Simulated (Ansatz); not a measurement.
# KF (rocksalt) under strain

KF built on the rocksalt prototype, relaxed with r2SCAN in the plane-wave code Ansatz. The symmetry is Fm-3m (No. 225, cubic); a = 5.318 Å in the conventional setting, 18.80 Å³ an atom. K is surrounded by 6 F at 2.66 Å; F is surrounded by 6 K at 2.66 Å.

The axes x, y and z are those of this cell:
```
K F
1.0
     0.00000    2.65896    2.65896
     2.65896    0.00000    2.65896
     2.65896    2.65896    0.00000
K F
1 1
Cartesian
  0.0000 0.0000 0.0000
  2.6590 2.6590 2.6590
```

Unstrained: With PBE the gap is 6.259 eV and direct, at Γ. r2SCAN gives a direct gap of 6.908 eV at Γ. With HSE06 the gap is 8.263 eV and direct, at Γ. Meshes: PBE 8×8×8, r2SCAN 8×8×8, HSE06 6×6×6. Strains are changes of length per length. After each strain the atoms were relaxed again with r2SCAN within the symmetry that the strain leaves, so tilts or polar shifts that break it weren't tested; points keep the names that they have in the unstrained zone. The values are computed, spin-unpolarised, and not measurements.

Changes of the least gap in eV (an overlap counts as a negative gap):
```csv
strain,volume change (%),space group,PBE,r2SCAN,HSE06,"energy rise, r2SCAN (meV/atom)"
uniaxial +2.12 % along [111],+2.1,R-3m,-0.120,-0.121,-0.128,1.3
uniaxial -4.88 % along z,-4.9,I4/mmm,+0.184,+0.184,+0.209,13.6
"biaxial +2.18 % in x and y, z held",+4.4,I4/mmm,-0.247,-0.251,-0.263,4.6
```

Uniaxial +2.12 % along [111], other directions held. HSE06: the gap goes from 8.263 to 8.135 eV (-0.128 eV); with r2SCAN the top three valence levels at Γ, degenerate before, become 2+1 from the top over 20 meV. Stress change with r2SCAN, compression positive: xx -0.71, yy -0.71, zz -0.71, xy -0.19, xz -0.19, yz -0.19 GPa.

Uniaxial -4.88 % along z, other directions held. HSE06: the gap goes from 8.263 to 8.472 eV (+0.209 eV); with r2SCAN the top three valence levels at Γ, degenerate before, become 1+2 from the top over 112 meV. Stress change with r2SCAN, compression positive: xx +0.79, yy +0.79, zz +5.32 GPa.

Biaxial +2.18 % in x and y, z held. HSE06: the gap goes from 8.263 to 8.000 eV (-0.263 eV); with r2SCAN the top three valence levels at Γ, degenerate before, become 1+2 from the top over 31 meV. Stress change with r2SCAN, compression positive: xx -1.70, yy -1.70, zz -0.60 GPa.

The meshes of the hybrids are coarse, so their gaps aren't converged to the digits shown.

The splittings at Γ are without spin-orbit coupling, which regroups them where it is of like size or larger.
